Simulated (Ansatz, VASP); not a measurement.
**TaN in VASP and in Ansatz**

```
CELL_PARAMETERS angstrom
0.00000 2.24152 2.24152
2.24152 0.00000 2.24152
2.24152 2.24152 0.00000
ATOMIC_POSITIONS crystal
Ta 0.50000 0.50000 0.50000
N 0.00000 0.00000 0.00000
```

Alike in both runs: task single point; functional PBEsol; k mesh 16 × 16 × 16; occupations gaussian, width 0.1 eV; no spin polarisation.

|  | VASP | Ansatz |
| --- | --- | --- |
| version | VASP 6.6.1 | Ansatz 0.2.0 |
| potentials or method | VASP PAW PBE potentials, release 64 (Ta_pv, N) | scalar-relativistic, plane waves, PAW |
| plane-wave cutoff (eV) | 520 | 420 |
| valence electrons in the cell | 16 | 18 |

```tsv
	VASP	Ansatz	Ansatz less VASP
gap on the k mesh at the Fermi level (eV)	none	none	-
pressure (GPa)	-21.4	-22.0	-0.67
```

A gap of «none» marks a metal or a gap that the smearing closes. The two sets of potentials don't hold the same shells in valence.

Caveats: so large a pressure means that the cell lies far from this level's equilibrium, or that cutoff or potentials fall short (VASP); the potentials were made for another functional, which shifts forces and pressure (VASP). The runs have no spin-orbit coupling, so splittings on Ta are missing.
